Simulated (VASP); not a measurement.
Pt, 1 atom in the cell. The structure is cubic, space group Fm-3m (No. 225). The conventional cell has a = 3.967 Å, b = 3.967 Å, c = 3.967 Å, α = 90.00°, β = 90.00°, γ = 90.00°. Pt (site symmetry m-3m) is surrounded by 12 Pt at 2.81 Å. 

| Quantity | Value |
| --- | --- |
| Program | VASP 6.6.1 |
| Task | single point |
| Functional | PBE |
| Potentials or basis | VASP PAW PBE potentials, release 64 (Pt) |
| Cutoff | 520 eV |
| k mesh | 14 × 10 × 38 |
| Occupations | methfessel-paxton, width 0.1 eV |
| Spin | no spin polarisation |
| Further INCAR settings | ALGO = Normal; EDIFF = 1e-06 |

Potentials or basis: VASP PAW PBE potentials, release 64 (Pt).

Command:

```sh
$ cat potpaw_PBE.64/Pt/POTCAR > POTCAR
$ mpirun -np 1 vasp_std > vasp.out
```

Hardware: 1 thread of Intel(R) Xeon(R) 6975P-C (Granite Rapids), on a shared host.

**Question.** How long does it take, and how much memory?

**Answer.** It took 2.5 min on 1 thread of Intel(R) Xeon(R) 6975P-C (Granite Rapids), on a shared host, peak memory 0.49 GiB. Counts: scf iterations 11, k points 2408.
